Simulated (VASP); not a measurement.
# MoS₂: kernels and solvers of the Casida equation on one ground state

MoS₂, R3m (no. 160), 3 atoms in the cell. PBE, TDDFT by the Casida equation; PAW potentials Mo_sv_GW, S_GW (PBE set).

## Input

INCAR.step1:
```
ALGO = Normal
CSHIFT = 0.1
EDIFF = 1E-7
ENCUT = 320
GGA = PE
ISMEAR = 0
KPAR = 4
LASPH = True
LCHARG = False
LOPTICS = True
LWAVE = True
NBANDS = 29
NEDOS = 2000
PREC = Accurate
SIGMA = 0.02
```

INCAR.step2:
```
ALGO = TDHF
ANTIRES = 0
CSHIFT = 0.15
EDIFF = 1E-7
ENCUT = 320
ENCUTGW = 150
GGA = PE
IBSE = 2
ISMEAR = 0
ISTART = 1
KPAR = 4
LADDER = False
LASPH = True
LCHARG = False
LFXC = True
LHARTREE = True
LWAVE = False
NBANDS = 29
NBANDSO = 4
NBANDSV = 4
NBSEEIG = 4
NOMEGA = 1000
OMEGAMAX = 25
PREC = Accurate
PRECFOCK = Fast
SIGMA = 0.02
```

INCAR.step3, as INCAR.step2 but for:
```
- ANTIRES = 0
+ ANTIRES = 1
```

INCAR.step4 changes the same tag again: ANTIRES = 2.

INCAR.step5, as INCAR.step4 but for:
```
- ANTIRES = 2
- LFXC = True
- LHARTREE = True
+ ANTIRES = 0
+ LFXC = False
+ LHARTREE = False
```

INCAR.step6, as INCAR.step5 but for:
```
- ANTIRES = 0
- LHARTREE = False
+ ANTIRES = 2
+ LHARTREE = True
```

INCAR.step7, as INCAR.step6 but for:
```
- ANTIRES = 2
- IBSE = 2
- LFXC = False
+ ANTIRES = 0
+ BSEPREC = High
+ IBSE = 3
+ LFXC = True
```

INCAR.step8, as INCAR.step7 but for:
```
- BSEPREC = High
- IBSE = 3
+ IBSE = 1
```

INCAR.step9, as INCAR.step8 but for:
```
- IBSE = 1
+ IBSE = 0
```

INCAR.step10, as INCAR.step9 but for:
```
- KPAR = 4
```

KPOINTS:
```
k-points
0
Gamma
  4 4 4
```

POSCAR:
```
MoS2
1.0
    1.5800000000      0.9122134253      6.1500000000
   -1.5800000000      0.9122134253      6.1500000000
    0.0000000000     -1.8244268506      6.1500000000
Mo S
1 2
Direct
    0.0000000000      0.0000000000      0.0000000000
    0.4170000000      0.4170000000      0.4170000000
    0.2500000000      0.2500000000      0.2500000000
```

Commands (each step's output is kept before the next begins):
```
cat potpaw_PBE.64/Mo_sv_GW/POTCAR potpaw_PBE.64/S_GW/POTCAR > POTCAR
cp INCAR.step1 INCAR
mpirun -np 4 vasp_std > vasp.out
cp INCAR.step2 INCAR
mpirun -np 4 vasp_std > vasp.out
cp INCAR.step3 INCAR
mpirun -np 4 vasp_std > vasp.out
cp INCAR.step4 INCAR
mpirun -np 4 vasp_std > vasp.out
cp INCAR.step5 INCAR
mpirun -np 4 vasp_std > vasp.out
cp INCAR.step6 INCAR
mpirun -np 4 vasp_std > vasp.out
cp INCAR.step7 INCAR
mpirun -np 4 vasp_std > vasp.out
cp INCAR.step8 INCAR
mpirun -np 4 vasp_std > vasp.out
cp INCAR.step9 INCAR
mpirun -np 4 vasp_std > vasp.out
cp INCAR.step10 INCAR
mpirun -np 1 vasp_std > vasp.out
```

## Result

- Direct gap on the mesh (eV): 2.10
- Gap on the mesh (eV): 1.21
- Bands: 29

One ground state, settings moved in the last step alone:

| Settings | ε at zero frequency | First excitation (eV) | First bright (eV) | Time (s) |
|---|---|---|---|---|
| LOPTICS | 12.10 | – | – | 26 |
| full kernel, Tamm-Dancoff | 8.85 | 2.108 | 2.296 | 12 |
| full kernel, ANTIRES 1 | 8.50 | 2.110 | 2.299 | 12 |
| full kernel, ANTIRES 2 | 8.50 | 2.108 | 2.296 | 12 |
| independent particles | 9.53 | 2.105 | 2.292 | 3 |
| RPA: Hartree term alone, ANTIRES 2 | 8.14 | 2.110 | 2.298 | 12 |
| Lanczos (IBSE 3) | 8.85 | – | – | 11 |
| time evolution (IBSE 1) | 8.84 | – | – | 15 |
| KPAR with the old driver (IBSE 0) | – | – | – | no result |
| old driver (IBSE 0) on one core | 8.85 | 2.108 | 2.296 | 35 |

Make-up of the lowest excitation, one of several of nearly equal energy, so its shares depend on the choice among them:

| k point | From band | To band | Share |
|---|---|---|---|
| 0.500 0.500 0.500 | 13 | 15 | 0.76 |
| 0.500 0.500 0.500 | 13 | 14 | 0.24 |
| 0.250 0.250 0.250 | 13 | 15 | 0.00 |
| -0.250 -0.250 -0.250 | 13 | 15 | 0.00 |
| -0.250 -0.250 -0.250 | 13 | 14 | 0.00 |
| 0.250 0.250 0.250 | 13 | 14 | 0.00 |

Limits: The 4×4×4 mesh is coarse for a spectrum: peaks stand apart that a denser mesh merges, and ε at zero frequency can be far too high; the pairs hold 4 valence and 4 conduction bands, and what lies beyond is missing from ε.

VASP 6.6.1 took 144 s on 4 cores (Intel Xeon Platinum 8259CL @ 2.50GHz (Skylake/Cascade Lake)), a shared host.
